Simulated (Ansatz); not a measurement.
Molecular dynamics of TiO₂

Input:

```yaml
crystal:
  lattice:
    - [-4.558243, 4.558243, 1.977572]
    - [4.558243, -4.558243, 1.977572]
    - [4.558243, 4.558243, -1.977572]
  atoms:
    - { symbol: Ti, position: [0.29063492, 0.00660928, 0.25560024] }
    - { symbol: Ti, position: [0.05345843, 0.79683457, 0.70349115] }
    - { symbol: Ti, position: [0.94885672, 0.22863185, 0.32464892] }
    - { symbol: Ti, position: [0.70979171, 0.99466478, 0.73717602] }
    - { symbol: O, position: [0.51859469, 0.24731397, 0.67288172] }
    - { symbol: O, position: [0.15004832, 0.8741907, -0.0148674] }
    - { symbol: O, position: [0.13142055, 0.45216855, 0.64764985] }
    - { symbol: O, position: [0.06283852, 0.04786456, 0.32520994] }
    - { symbol: O, position: [0.83038002, 0.84884388, 0.69673041] }
    - { symbol: O, position: [0.92760895, 0.56945547, 0.33921346] }
    - { symbol: O, position: [0.8387121, 0.19939683, 1.0159758] }
    - { symbol: O, position: [0.45120658, 0.77897572, 0.35614442] }
basis:
  ecutwfc: 420.0
kpoints:
  mp_grid: { grid: [3, 3, 2] }
hamiltonian:
  xc: pbe
  pseudopotentials: { kind: paw, azcp: { folder: soft_1 } }
scf:
  occupations: { method: fermi_dirac, width: 0.24 }
  lower_state_search: "off"
md:
  timestep: 1.5
  n_steps: 109
  ensemble: nvt_langevin
  temperature: 2240.0
  initial_velocities: maxwell_boltzmann
  seed: 582558
  friction: 0.02
  temperature_schedule:
    - { n_steps: 82, end_temperature: 300.0 }
    - { n_steps: 27, end_temperature: 300.0 }
```

Run as:

```bash
$ ansatz run input.yaml --threads 1 --pin off --max-ram 3072MiB --backend cpu --events-out ev --progress --plain --runs-dir out
```

It goes on from the last frame of an earlier run, with new velocities.

Output, in part (one step line in 2):

```
md step     0: t =     0.00 fs  T =  2053.3 K (target 2240.0 K)  F+E_penalty+E_count = -14551.26023966 eV  E_kin = 3.184966 eV  (17 SCF iters)
md step     2: t =     3.00 fs  T =  2006.5 K (target 2204.5 K)  F+E_penalty+E_count = -14551.13879944 eV  E_kin = 3.112268 eV  (12 SCF iters)
md step     4: t =     6.00 fs  T =  2112.1 K (target 2157.2 K)  F+E_penalty+E_count = -14550.86444249 eV  E_kin = 3.276120 eV  (12 SCF iters)
md step     6: t =     9.00 fs  T =  2468.2 K (target 2109.9 K)  F+E_penalty+E_count = -14550.74307548 eV  E_kin = 3.828505 eV  (10 SCF iters)
md step     8: t =    12.00 fs  T =  2301.8 K (target 2062.6 K)  F+E_penalty+E_count = -14550.79202189 eV  E_kin = 3.570324 eV  (9 SCF iters)
md step    10: t =    15.00 fs  T =  2352.3 K (target 2015.2 K)  F+E_penalty+E_count = -14550.59960242 eV  E_kin = 3.648684 eV  (14 SCF iters)
md step    12: t =    18.00 fs  T =  2196.8 K (target 1967.9 K)  F+E_penalty+E_count = -14550.04471519 eV  E_kin = 3.407532 eV  (9 SCF iters)
md step    14: t =    21.00 fs  T =  1694.5 K (target 1920.6 K)  F+E_penalty+E_count = -14549.55642901 eV  E_kin = 2.628396 eV  (11 SCF iters)
md step    16: t =    24.00 fs  T =  2102.0 K (target 1873.3 K)  F+E_penalty+E_count = -14549.53703534 eV  E_kin = 3.260396 eV  (10 SCF iters)
md step    18: t =    27.00 fs  T =  2711.7 K (target 1826.0 K)  F+E_penalty+E_count = -14550.10889032 eV  E_kin = 4.206141 eV  (11 SCF iters)
md step    20: t =    30.00 fs  T =  2878.4 K (target 1778.7 K)  F+E_penalty+E_count = -14550.62960393 eV  E_kin = 4.464696 eV  (13 SCF iters)
md step    22: t =    33.00 fs  T =  2775.3 K (target 1731.3 K)  F+E_penalty+E_count = -14550.68208770 eV  E_kin = 4.304770 eV  (10 SCF iters)
md step    24: t =    36.00 fs  T =  2416.6 K (target 1684.0 K)  F+E_penalty+E_count = -14550.46505735 eV  E_kin = 3.748458 eV  (10 SCF iters)
md step    26: t =    39.00 fs  T =  2389.2 K (target 1636.7 K)  F+E_penalty+E_count = -14550.37421383 eV  E_kin = 3.705916 eV  (8 SCF iters)
md step    28: t =    42.00 fs  T =  2395.4 K (target 1589.4 K)  F+E_penalty+E_count = -14550.34857701 eV  E_kin = 3.715629 eV  (8 SCF iters)
md step    30: t =    45.00 fs  T =  2434.7 K (target 1542.1 K)  F+E_penalty+E_count = -14550.22623668 eV  E_kin = 3.776493 eV  (10 SCF iters)
md step    32: t =    48.00 fs  T =  2188.9 K (target 1494.8 K)  F+E_penalty+E_count = -14550.00505275 eV  E_kin = 3.395234 eV  (8 SCF iters)
md step    34: t =    51.00 fs  T =  1671.3 K (target 1447.4 K)  F+E_penalty+E_count = -14549.81139794 eV  E_kin = 2.592366 eV  (8 SCF iters)
md step    36: t =    54.00 fs  T =  1661.7 K (target 1400.1 K)  F+E_penalty+E_count = -14549.82880656 eV  E_kin = 2.577419 eV  (9 SCF iters)
md step    38: t =    57.00 fs  T =  1773.6 K (target 1352.8 K)  F+E_penalty+E_count = -14550.14760493 eV  E_kin = 2.751053 eV  (9 SCF iters)
md step    40: t =    60.00 fs  T =  2093.1 K (target 1305.5 K)  F+E_penalty+E_count = -14550.67757905 eV  E_kin = 3.246716 eV  (12 SCF iters)
md step    42: t =    63.00 fs  T =  2363.0 K (target 1258.2 K)  F+E_penalty+E_count = -14551.12171335 eV  E_kin = 3.665225 eV  (10 SCF iters)
md step    44: t =    66.00 fs  T =  2541.9 K (target 1210.9 K)  F+E_penalty+E_count = -14551.35410440 eV  E_kin = 3.942852 eV  (9 SCF iters)
md step    46: t =    69.00 fs  T =  2623.5 K (target 1163.5 K)  F+E_penalty+E_count = -14551.29189134 eV  E_kin = 4.069323 eV  (9 SCF iters)
md step    48: t =    72.00 fs  T =  2638.1 K (target 1116.2 K)  F+E_penalty+E_count = -14550.97241024 eV  E_kin = 4.092045 eV  (10 SCF iters)
md step    50: t =    75.00 fs  T =  2276.4 K (target 1068.9 K)  F+E_penalty+E_count = -14550.65909651 eV  E_kin = 3.530927 eV  (14 SCF iters)
md step    52: t =    78.00 fs  T =  1865.9 K (target 1021.6 K)  F+E_penalty+E_count = -14550.68827967 eV  E_kin = 2.894185 eV  (9 SCF iters)
md step    54: t =    81.00 fs  T =  1879.6 K (target 974.3 K)  F+E_penalty+E_count = -14551.04922507 eV  E_kin = 2.915507 eV  (9 SCF iters)
md step    56: t =    84.00 fs  T =  1646.2 K (target 927.0 K)  F+E_penalty+E_count = -14551.38314964 eV  E_kin = 2.553478 eV  (9 SCF iters)
md step    58: t =    87.00 fs  T =  1652.6 K (target 879.6 K)  F+E_penalty+E_count = -14551.49159173 eV  E_kin = 2.563360 eV  (8 SCF iters)
md step    60: t =    90.00 fs  T =  1539.6 K (target 832.3 K)  F+E_penalty+E_count = -14551.30673087 eV  E_kin = 2.388153 eV  (12 SCF iters)
md step    62: t =    93.00 fs  T =  1161.4 K (target 785.0 K)  F+E_penalty+E_count = -14551.03627407 eV  E_kin = 1.801496 eV  (9 SCF iters)
md step    64: t =    96.00 fs  T =  1059.1 K (target 737.7 K)  F+E_penalty+E_count = -14551.02439540 eV  E_kin = 1.642787 eV  (9 SCF iters)
md step    66: t =    99.00 fs  T =   893.8 K (target 690.4 K)  F+E_penalty+E_count = -14551.20462869 eV  E_kin = 1.386436 eV  (9 SCF iters)
md step    68: t =   102.00 fs  T =  1064.2 K (target 643.0 K)  F+E_penalty+E_count = -14551.43264792 eV  E_kin = 1.650736 eV  (10 SCF iters)
md step    70: t =   105.00 fs  T =  1078.6 K (target 595.7 K)  F+E_penalty+E_count = -14551.56836259 eV  E_kin = 1.673041 eV  (12 SCF iters)
md step    72: t =   108.00 fs  T =  1079.7 K (target 548.4 K)  F+E_penalty+E_count = -14551.54547029 eV  E_kin = 1.674758 eV  (9 SCF iters)
md step    74: t =   111.00 fs  T =   999.4 K (target 501.1 K)  F+E_penalty+E_count = -14551.42210915 eV  E_kin = 1.550181 eV  (8 SCF iters)
md step    76: t =   114.00 fs  T =   935.5 K (target 453.8 K)  F+E_penalty+E_count = -14551.34020476 eV  E_kin = 1.451056 eV  (10 SCF iters)
md step    78: t =   117.00 fs  T =   878.0 K (target 406.5 K)  F+E_penalty+E_count = -14551.42964345 eV  E_kin = 1.361893 eV  (8 SCF iters)
md step    80: t =   120.00 fs  T =   969.8 K (target 359.1 K)  F+E_penalty+E_count = -14551.64042309 eV  E_kin = 1.504335 eV  (12 SCF iters)
md step    82: t =   123.00 fs  T =  1070.8 K (target 311.8 K)  F+E_penalty+E_count = -14551.83614237 eV  E_kin = 1.661006 eV  (8 SCF iters)
md step    84: t =   126.00 fs  T =  1035.8 K (target 300.0 K)  F+E_penalty+E_count = -14551.88824279 eV  E_kin = 1.606661 eV  (8 SCF iters)
md step    86: t =   129.00 fs  T =   955.6 K (target 300.0 K)  F+E_penalty+E_count = -14551.79459803 eV  E_kin = 1.482232 eV  (8 SCF iters)
md step    88: t =   132.00 fs  T =   799.9 K (target 300.0 K)  F+E_penalty+E_count = -14551.69354559 eV  E_kin = 1.240799 eV  (8 SCF iters)
md step    90: t =   135.00 fs  T =   731.0 K (target 300.0 K)  F+E_penalty+E_count = -14551.71213661 eV  E_kin = 1.133858 eV  (12 SCF iters)
md step    92: t =   138.00 fs  T =   771.0 K (target 300.0 K)  F+E_penalty+E_count = -14551.88930491 eV  E_kin = 1.195979 eV  (8 SCF iters)
md step    94: t =   141.00 fs  T =   865.7 K (target 300.0 K)  F+E_penalty+E_count = -14552.12317580 eV  E_kin = 1.342804 eV  (8 SCF iters)
md step    96: t =   144.00 fs  T =   886.5 K (target 300.0 K)  F+E_penalty+E_count = -14552.29437479 eV  E_kin = 1.374995 eV  (8 SCF iters)
md step    98: t =   147.00 fs  T =   853.9 K (target 300.0 K)  F+E_penalty+E_count = -14552.38965264 eV  E_kin = 1.324533 eV  (9 SCF iters)
md step   100: t =   150.00 fs  T =   758.3 K (target 300.0 K)  F+E_penalty+E_count = -14552.43241256 eV  E_kin = 1.176250 eV  (12 SCF iters)
md step   102: t =   153.00 fs  T =   740.9 K (target 300.0 K)  F+E_penalty+E_count = -14552.45673791 eV  E_kin = 1.149150 eV  (8 SCF iters)
md step   104: t =   156.00 fs  T =   701.6 K (target 300.0 K)  F+E_penalty+E_count = -14552.52199573 eV  E_kin = 1.088303 eV  (8 SCF iters)
md step   106: t =   159.00 fs  T =   747.5 K (target 300.0 K)  F+E_penalty+E_count = -14552.63441122 eV  E_kin = 1.159468 eV  (9 SCF iters)
md step   108: t =   162.00 fs  T =   856.3 K (target 300.0 K)  F+E_penalty+E_count = -14552.80118577 eV  E_kin = 1.328158 eV  (8 SCF iters)
md step   109: t =   163.50 fs  T =   878.7 K (target 300.0 K)  F+E_penalty+E_count = -14552.87705824 eV  E_kin = 1.362998 eV  (12 SCF iters)
```

The run went to its last step. The schedule's set-point averaged 463 K over the second half and the system 1002 K, so it lags behind the ramp. A run of 0.16 ps of so small a system gives no equilibrium averages. Limits of this set-up: coarse k mesh.

Mean squared displacements from the first frame to the last, about the centre of mass: Ti 0.25 Å², O 0.14 Å².

Last frame:

```xyz
12
Lattice="-4.5582 4.5582 1.9776 4.5582 -4.5582 1.9776 4.5582 4.5582 -1.9776" Properties=species:S:1:pos:R:3
Ti 0.478 2.570 -0.010
Ti 6.706 0.196 -0.041
Ti -1.607 4.231 2.136
Ti 4.645 2.007 1.935
O 1.645 4.612 0.122
O 3.421 -3.174 1.905
O 4.837 1.414 0.091
O 1.808 1.367 -0.079
O 3.383 3.302 1.938
O 0.417 3.199 2.076
O 1.485 7.701 0.048
O 3.431 -0.128 2.012
```

Run time: 21 min on 1 thread of Arm Neoverse V2 (shared host), peak memory 0.47 GiB.
